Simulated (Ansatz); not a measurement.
Ge in Ansatz: convergence with k mesh

Input of the first run (k mesh 4 × 4 × 4); the others differ in this setting and in those tied to it:

File input.yaml:

```yaml
crystal:
  lattice:
    - [-1.60842, 1.60842, 1.87318]
    - [1.60842, -1.60842, 1.87318]
    - [1.60842, 1.60842, -1.87318]
  atoms:
    - { symbol: Ge, position: [0.5, 0.5, 0.0] }
hamiltonian:
  xc: pbesol
  pseudopotentials: { kind: paw }
kpoints:
  mp_grid: { grid: [4, 4, 4] }
scf:
  occupations: { method: methfessel_paxton, width: 0.1 }
output:
  forces: true
  stress: true
  eigenvalues: true
```

Potentials or basis: Ansatz PAW.

Launch:

```bash
$ ansatz run input.yaml --threads 2 --pin off --max-ram 5632MiB --backend cpu --events-out ev --progress --plain --runs-dir out
```

The cell was built by a generator and needn't be a form met in nature.

Hardware: 2 threads of Arm Neoverse V1, with other jobs on the host.

```tsv
k mesh	energy less the tightest run, at zero smearing (meV/atom)	pressure (GPa)	SCF cycles	CPU time (s)	peak memory (GiB)
4 × 4 × 4	149.60	-4.44	5	0.52	0.24
6 × 6 × 6	37.23	-2.91	4	0.64	0.25
7 × 7 × 7	-11.39	-2.84	5	0.85	0.25
8 × 8 × 8	-25.82	-3.87	4	0.96	0.26
10 × 10 × 10	4.16	-3.58	5	1.6	0.27
13 × 13 × 13	-0.63	-3.59	5	2.9	0.31
16 × 16 × 16	1.89	-3.56	5	4.9	0.34
19 × 19 × 19	0.00	-3.47	5	7.4	0.38
```

Against the tightest run, the pressure stays within 0.1 GPa from 16 × 16 × 16 on. Not settled before the last step: the energy (to 1 meV/atom). Meshes of other sizes hit other points, so gaps and Fermi surfaces needn't settle smoothly. The tightest run that finished is the yardstick and may itself not be fully converged.

Caveat, for the tightest run too: the PAW data sets come from PBE, with cores solved anew for the run's functional, which leaves a small shift of forces and pressure.
